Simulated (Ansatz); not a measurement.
**ZnO: the band gap up the ladder of functionals**

The task here is to estimate one member of a computed series from the others.

Code: Ansatz 0.2.0. PAW datasets, plane waves. Note: simulated data, non-magnetic, for a generated structure that need not be the stable one.

## The structure to begin with

The cell was relaxed beforehand with r2SCAN.

It is hexagonal, P6_3/mmc (No. 194); conventional cell a = 2.977 Å, c = 5.126 Å, 9.83 Å³ an atom. Around Zn lie 6 O at 2.14 Å; around O lie 6 Zn at 2.14 Å.

As a file:

Space group P6_3/mmc (No. 194). a = 2.977 Å, b = 2.977 Å, c = 5.126 Å, α = 90.00°, β = 90.00°, γ = 120.00°
```tsv
atom	site	symmetry	x	y	z
Zn	2a	-3m.	0.0000	0.0000	0.0000
O	2c	-6m2	0.3333	0.6667	0.2500
```

Set-up of the first run:

input.yaml reads:

```yaml
crystal:
  lattice:
    - [2.9768608459, 0.0, 0.0]
    - [-1.488430423, 2.5780371161, 0.0]
    - [0.0, 0.0, 5.1256343879]
  atoms:
    - { symbol: Zn, position: [0.0, 0.0, 0.0] }
    - { symbol: Zn, position: [0.0, 0.0, 0.5] }
    - { symbol: O, position: [0.3333333333, 0.6666666667, 0.25] }
    - { symbol: O, position: [0.6666666667, 0.3333333333, 0.75] }
kpoints:
  mp_grid: { grid: [12, 12, 6] }
  band_path:
    path:
      - [[0.0, 0.0, 0.0], [0.5, -4.111581870878e-18, 0.0], [0.3333333333333, 0.3333333333333, 0.0], [0.0, 0.0, 0.0], [0.0, 0.0, 0.5], [0.5, -4.111581870878e-18, 0.5], [0.3333333333333, 0.3333333333333, 0.5], [0.0, 0.0, 0.5]]
      - [[0.5, -4.111581870878e-18, 0.5], [0.5, -4.111581870878e-18, 0.0]]
      - [[0.3333333333333, 0.3333333333333, 0.5], [0.3333333333333, 0.3333333333333, 0.0]]
    npoints: 10
hamiltonian:
  xc: pbe
scf:
  occupations: { method: fermi_dirac, width: 0.02 }
  n_extra_bands: 5
output:
  forces: true
  stress: true
  eigenvalues: true
```

The run is started by

```console
$ ansatz run input.yaml --threads 2 --pin off --max-ram 2211MiB --backend cpu --events-out ev --progress --plain --runs-dir out
```

Among the steps run: Band structure with PBE; Single point with r2SCAN; Single point with HSE06; PBE0; LDA at the same geometry; Single point with DDH-PBE0; LC-ωPBE; r2SCAN0.

One of the session's tables, all rows but one given; the rest of the session is left out.

```
   level  gap (eV)
     PBE      0.75
  r2SCAN      1.36
   HSE06      2.50
    PBE0      3.19
     LDA      0.71
DDH-PBE0      2.49
 LC-ωPBE         ?
 r2SCAN0      3.67
```

**Question.** Estimate the row for LC-ωPBE.

As computed: gap (eV): 7.72. In the column «gap (eV)» it is the highest.

Meshes: PBE 12×12×6, r2SCAN 12×12×6, HSE06 6×6×4, PBE0 6×6×4, LDA 12×12×6, DDH-PBE0 6×6×4, LC-ωPBE 6×6×4, r2SCAN0 6×6×4.

The gap runs from 0.71 eV (LDA) to 7.72 eV (LC-ωPBE). PBE reaches 30 % of the HSE06 value, and r2SCAN 54 %. PBE0 lies 0.70 eV above HSE06, which differs from it by screening the long-range exchange.

Caveats from the session: Warnings in the runs' records: stress exchange threshold loose, stress scf threshold loose.
